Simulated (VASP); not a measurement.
# C (P6_3/mmc) in VASP: phonons with LDA

Aim: the phonons of C with LDA.

All numbers are computed with VASP 6.6.1; they aren't measurements. Logs are shortened: lines on timing, memory, paths and dates and some standing lists are left out, and cuts for length are marked.

**1. The structure**

Symmetry: P6_3/mmc, No. 194, hexagonal system. Conventional cell: a = 2.467 Å, b = 2.467 Å, c = 7.803 Å, α = 90.00°, β = 90.00°, γ = 120.00°. C (site symmetry -6m2) is surrounded by 3 C at 1.42 Å. C (site symmetry -6m2) is surrounded by 3 C at 1.42 Å.

**2. Phonons, LDA**

POSCAR

```
C
1.0
    2.4672912600      0.0000000000      0.0000000000
   -1.2336456300      2.1367369100      0.0000000000
    0.0000000000      0.0000000000      7.8030730000
C
4
Direct
    0.0000000000      0.0000000000      0.2500000000
    0.0000000000      0.0000000000      0.7500000000
    0.3333333300      0.6666666700      0.2500000000
    0.6666666700      0.3333333300      0.7500000000
```

INCAR.step1

```
SYSTEM = C
PREC = Accurate
ENCUT = 600
EDIFF = 1E-8
ISMEAR = 0
SIGMA = 0.02
LREAL = .False.
LASPH = .True.
NELM = 80
ALGO = Normal
ISIF = 3
LWAVE = .False.
LCHARG = .False.
IBRION = 2
NSW = 40
EDIFFG = -0.002
```

INCAR.step2

```
SYSTEM = C
PREC = Accurate
ENCUT = 600
EDIFF = 1E-8
ISMEAR = 0
SIGMA = 0.02
LREAL = .False.
LASPH = .True.
NELM = 80
ALGO = Normal
ISIF = 2
LWAVE = .False.
LCHARG = .False.
IBRION = 6
NFREE = 2
POTIM = 0.015
NSW = 1
```

KPOINTS

```
Automatic mesh
0
Gamma
  12 12 4
  0 0 0
```

Potentials or basis: VASP PAW LDA potentials, release 64 (C).

The run is started by

```sh
$ cat potpaw_LDA.64/C/POTCAR > POTCAR
$ cp INCAR.step1 INCAR
$ mpirun -np 1 vasp_std > vasp.out
$ cp CONTCAR POSCAR
$ cp INCAR.step2 INCAR
$ mpirun -np 1 vasp_std > vasp.out
```

OUTCAR:

```text
SYSTEM = C
   PREC = Accurate
   ENCUT = 600
   EDIFF = 1E-8
   ISMEAR = 0
   LREAL = .False.
   LASPH = .True.
   NELM = 80
   ISIF = 2
   IBRION = 6
   NFREE = 2
   POTIM = 0.015
   NSW = 1

 ion  position               nearest neighbor table
   1  0.000  0.000  0.250-   3 1.41   3 1.41   3 1.41
   2  0.000  0.000  0.750-   4 1.41   4 1.41   4 1.41
   3  0.333  0.667  0.250-   1 1.41   1 1.41   1 1.41
   4  0.667  0.333  0.750-   2 1.41   2 1.41   2 1.41

  LATTYP: Found a hexagonal cell.
 ALAT       =     2.4458973542
 C/A-ratio  =     2.6884858608

  Lattice vectors:

 A1 = (   2.4458973542,   0.0000000000,   0.0000000000)
 A2 = (  -1.2229486771,   2.1182092441,   0.0000000000)
 A3 = (   0.0000000000,   0.0000000000,   6.5757604537)

Analysis of symmetry for initial positions (statically):
=====================================================================
 Subroutine PRICEL returns:
 Original cell was already a primitive cell.

 Routine SETGRP: Setting up the symmetry group for a
 hexagonal supercell.

 Subroutine GETGRP returns: Found 24 space group operations
 (whereof 12 operations were pure point group operations)
 out of a pool of 24 trial point group operations.

The static configuration has the point symmetry D_3d.
 The point group associated with its full space group is D_6h.

Analysis of symmetry for dynamics (positions and initial velocities):
=====================================================================
 Subroutine PRICEL returns:
 Original cell was already a primitive cell.

 Routine SETGRP: Setting up the symmetry group for a
 hexagonal supercell.

 Subroutine GETGRP returns: Found 24 space group operations
 (whereof 12 operations were pure point group operations)
 out of a pool of 24 trial point group operations.

The dynamic configuration has the point symmetry D_3d.
 The point group associated with its full space group is D_6h.

 Subroutine INISYM returns: Found 24 space group operations
 (whereof 12 operations are pure point group operations),
 and found     1 'primitive' translations

----------------------------------------------------------------------------------------

                                     Primitive cell

  volume of cell :      34.0685

  direct lattice vectors                    reciprocal lattice vectors
     2.445897354  0.000000000  0.000000000     0.408847901  0.236048446  0.000000000
    -1.222948677  2.118209244  0.000000000     0.000000000  0.472096892  0.000000000
     0.000000000  0.000000000  6.575760454     0.000000000  0.000000000  0.152073666

  length of vectors
     2.445897354  2.445897354  6.575760454     0.472096892  0.472096892  0.152073666

  position of ions in fractional coordinates (direct lattice)
     0.000000000  0.000000000  0.250000000
     0.000000000  0.000000000  0.750000000
     0.333333330  0.666666670  0.250000000
     0.666666670  0.333333330  0.750000000

  ion indices of the primitive-cell ions
   primitive index   ion index
                 1           1
                 2           2
                 3           3
                 4           4

----------------------------------------------------------------------------------------

 KPOINTS: Automatic mesh

Automatic generation of k-mesh.
 Grid dimensions read from file:
 generate k-points for:   12   12    4

 Generating k-lattice:

  Cartesian coordinates                     Fractional coordinates (reciprocal lattice)
[... 75 lines left out ...]
   ISMEAR =     0;   SIGMA  =   0.02  broadening in eV -4-tet -1-fermi 0-gaus
   EFERMI_NEDOS =   21; number of points for ismear=-14 and -15
   IALGO  =     38    algorithm
   IMIX   =      4    mixing-type and parameters
     AMIX     =   0.40;   BMIX     =  1.00
     AMIX_MAG =   1.60;   BMIX_MAG =  1.00
  volume/ion in A,a.u.               =       8.52        57.48
  Fermi-wavevector in a.u.,A,eV,Ry     =   1.272518  2.404710 22.031929  1.619301
  Thomas-Fermi vector in A             =   2.405392
   LORBIT       =      0    0 simple, 1 ext, 2 COOP (PROOUT), +10 PAW based schemes
   GGA     = CA    functional components
   LHFCALC =     F    Hartree Fock is set to
   AEXX    =    0.0000 exact exchange contribution
   IVDW    =     0    specifies the selected vdW correction
   LEPSILON=     F    determine dielectric tensor
   LRPA    =     F    only Hartree local field effects (RPA)
 finite differences with symmetry
 non-spin polarized calculation
 Gauss-broadening in eV      SIGMA  =   0.02
  energy-cutoff  :      600.00
  volume of cell :       34.07
 maximum number of plane-waves:      1161
 NGX is ok and might be reduce to    20
   NGX =  9   NGY =  9   NGZ = 27

--------------------------------------- Ionic step        1  -------------------------------------------

 number of electron      16.0000001 magnetization

 Free energy of the ion-electron system (eV)
  ---------------------------------------------------
  ext. energy  EPLUGINS =         0.00000000
  ---------------------------------------------------
  free energy    TOTEN  =       -40.45302072 eV

  energy without entropy =      -40.45274455  energy(sigma->0) =      -40.45288264

------------------------ aborting loop because EDIFF is reached ----------------------------------------

  FORCE on cell =-STRESS in cart. coord.  units (eV):
  Direction    XX          YY          ZZ          XY          YZ          ZX
  --------------------------------------------------------------------------------------
  -------------------------------------------------------------------------------------
  Total        0.0419186      0.0419186     -0.0257993      0.0000000     -0.0000000      0.0000000
  in kB        1.9713536      1.9713536     -1.2132901      0.0000000     -0.0000000      0.0000000
  external PRESSURE =       0.9098057 kB  Pullay stress =       0.0000000 kB
[... 291 lines left out ...]
--------------------------------------- Ionic step        9  -------------------------------------------

 number of electron      16.0000001 magnetization

 Free energy of the ion-electron system (eV)
  ---------------------------------------------------
  ext. energy  EPLUGINS =         0.00000000
  ---------------------------------------------------
  free energy    TOTEN  =       -40.45105267 eV

  energy without entropy =      -40.45077884  energy(sigma->0) =      -40.45091576

 E-fermi :   4.8594     XC(G=0): -10.9328

 val. band max:        4.8544079614   @ k =   0.3333   0.3333   0.5000
 cond. band min:       4.8598442782   @ k =   0.3333   0.3333   0.2500
 fundamental gap:      0.0054363168
 Fermi energy:         4.8593567696

 k-point     1 :       0.0000    0.0000    0.0000
  band No.  band energies     occupation
      1     -14.7640      2.00000
      2     -14.3942      2.00000
      3      -3.9540      2.00000
      4      -1.6960      2.00000
      5       1.8824      2.00000
      6       1.8824      2.00000
      7       1.9048      2.00000
      8       1.9048      2.00000
      9       8.8573      0.00000
     10      13.3076      0.00000
     11      13.3081      0.00000
     12      13.3698      0.00000
[... 331 lines left out ...]
 k-point    24 :       0.3333   -0.0000    0.2500
  band No.  band energies     occupation
      1     -12.0835      2.00000
      2     -11.8634      2.00000
      3      -4.7291      2.00000
      4      -4.6141      2.00000
      5      -0.9294      2.00000
      6      -0.8850      2.00000
      7      -0.5192      2.00000
      8       0.8463      2.00000
      9       9.4619      0.00000
     10      10.2328      0.00000
     11      12.6229      0.00000
     12      12.8072      0.00000

 [... further k-points ...]

------------------------ aborting loop because EDIFF is reached ----------------------------------------

  FORCE on cell =-STRESS in cart. coord.  units (eV):
  Direction    XX          YY          ZZ          XY          YZ          ZX
  --------------------------------------------------------------------------------------
  -------------------------------------------------------------------------------------
  Total        0.0412893      0.0412893     -0.0295835      0.0000000      0.0000000      0.0000000
  in kB        1.9417586      1.9417586     -1.3912565      0.0000000      0.0000000      0.0000000
  external PRESSURE =       0.8307536 kB  Pullay stress =       0.0000000 kB
[... 19 lines left out ...]
  FREE ENERGIE OF THE ION-ELECTRON SYSTEM (eV)
  ---------------------------------------------------
  free  energy   TOTEN  =       -40.4510526666 eV

  energy  without entropy=      -40.4507788441  energy(sigma->0) =      -40.45091576

 INTERNAL STRAIN TENSORS FROM DISPLACED ATOMS
 ============================================

 INTERNAL STRAIN TENSOR FOR ION    1 for displacements in x,y,z  (eV/Angst):
          X           Y           Z          XY          YZ          ZX
  --------------------------------------------------------------------------------
  x     0.00000     0.00000     0.00000   -10.40428     0.00000     0.00000
  y   -10.40428    10.40428     0.00000     0.00000     0.00000     0.00000
  z    -0.00000     0.00000     0.00000     0.00000     0.00000     0.00000

 INTERNAL STRAIN TENSOR FOR ION    4 for displacements in x,y,z  (eV/Angst):
          X           Y           Z          XY          YZ          ZX
  --------------------------------------------------------------------------------
  x     0.00000    -0.00000     0.00000   -10.88434     0.00000     0.00000
  y   -10.88434    10.88434     0.00000     0.00000     0.00000     0.00000
  z    -0.00000     0.00000    -0.00000     0.00000     0.00000     0.00000

 Eigenvectors and eigenvalues of the dynamical matrix
 ----------------------------------------------------

   1 f  =   46.732370 THz   293.628139 2PiTHz 1558.824061 cm-1   193.269465 meV
             X         Y         Z           dx          dy          dz
      0.000000  0.000000  1.643940    -0.000000   -0.500045   -0.000000
      0.000000  0.000000  4.931820    -0.000000   -0.500045   -0.000000
     -0.000000  1.412140  1.643940     0.000000    0.499955   -0.000000
      1.222949  0.706070  4.931820     0.000000    0.499955   -0.000000
[... 71 lines left out ...]
  12 f/i=    1.523099 THz     9.569912 2PiTHz   50.805108 cm-1     6.299028 meV
             X         Y         Z           dx          dy          dz
      0.000000  0.000000  1.643940    -0.000095   -0.499111   -0.000000
      0.000000  0.000000  4.931820     0.000095    0.499111    0.000000
     -0.000000  1.412140  1.643940    -0.000095   -0.500887   -0.000000
      1.222949  0.706070  4.931820     0.000095    0.500887    0.000000

 ELASTIC MODULI CONTR FROM IONIC RELAXATION (kBar)
 Direction    XX          YY          ZZ          XY          YZ          ZX
 --------------------------------------------------------------------------------
 XX        -199.4520    199.4520      0.0000      0.0000     -0.0000      0.0000
 YY         199.4520   -199.4520     -0.0000     -0.0000      0.0000     -0.0000
 ZZ           0.0000     -0.0000     -0.0000     -0.0000      0.0000     -0.0000
 XY           0.0000     -0.0000     -0.0000   -199.4520      0.0000     -0.0000
 YZ          -0.0000      0.0000      0.0000      0.0000     -0.0000      0.0000
 ZX           0.0000     -0.0000     -0.0000     -0.0000      0.0000     -0.0000
 --------------------------------------------------------------------------------
```

Wall time 9.8 min (1 thread of Intel Xeon Platinum 8488C (Sapphire Rapids), shared host); peak memory 0.27 GiB.

Results:

```
Relaxed volume                         : 8.52 Å³/atom
Relaxed cell                           : a = 2.446 Å, b = 2.446 Å, c = 6.576 Å, α = 90.00°, β = 90.00°, γ = 120.00°
Space group after relaxing (to 0.05 Å) : P6_3/mmc (No. 194)
Highest phonon frequency at Γ          : 1559 cm⁻¹
Most unstable mode                     : 51i cm⁻¹
```

Step by step:
| step | energy change (eV) | largest force (eV/Å) | pressure (GPa) | volume (Å³) |
| --- | --- | --- | --- | --- |
| 1 | 0.0000 | 0.0000 | -6.57 | 41.14 |
| 2 | 0.0915 | 0.0000 | 15.40 | 38.67 |
| 3 | -0.0204 | 0.0000 | -0.61 | 40.39 |
| 4 | -0.0204 | 0.0000 | -0.48 | 40.37 |
| 5 | -0.0225 | 0.0000 | -0.49 | 40.18 |
| 6 | -0.0288 | 0.0000 | -0.50 | 39.62 |
| 7 | -0.0418 | 0.0000 | -0.51 | 38.49 |
| 8 | -0.0664 | 0.0000 | -0.39 | 36.24 |
| 9 | -0.0539 | 0.0000 | 1.21 | 31.73 |
| 10 | -0.0763 | 0.0000 | -0.17 | 34.88 |
| 11 | -0.0782 | 0.0000 | 0.12 | 33.83 |
| 12 | -0.0783 | 0.0000 | 0.04 | 34.08 |
| 13 | -0.0783 | 0.0000 | 0.08 | 33.95 |
| 14 | -0.0780 | 0.0000 | -0.96 | 34.09 |
| 15 | -0.0783 | 0.0000 | -0.02 | 33.97 |
| 16 | -0.0783 | 0.0000 | -0.01 | 34.01 |
| 17 | -0.0783 | 0.0000 | 0.01 | 34.07 |

Final structure:
```yaml
crystal:
  lattice:
    - [2.44590, 0.00000, 0.00000]
    - [-1.22295, 2.11821, 0.00000]
    - [0.00000, 0.00000, 6.57576]
  atoms:
    - { symbol: C, position: [0.00000, 0.00000, 0.25000] }
    - { symbol: C, position: [0.00000, 0.00000, 0.75000] }
    - { symbol: C, position: [0.33333, 0.66667, 0.25000] }
    - { symbol: C, position: [0.66667, 0.33333, 0.75000] }
```

Phonon frequencies in cm⁻¹ (negative: imaginary):
```
              q point                                   frequencies
(0.000, 0.000, 0.000)  -51 -51 0 0 0 71 870 887 1555 1555 1559 1559
```

Caveat: some modes are imaginary; the volume moved by over 15 % at a fixed basis, so the end points are rough.
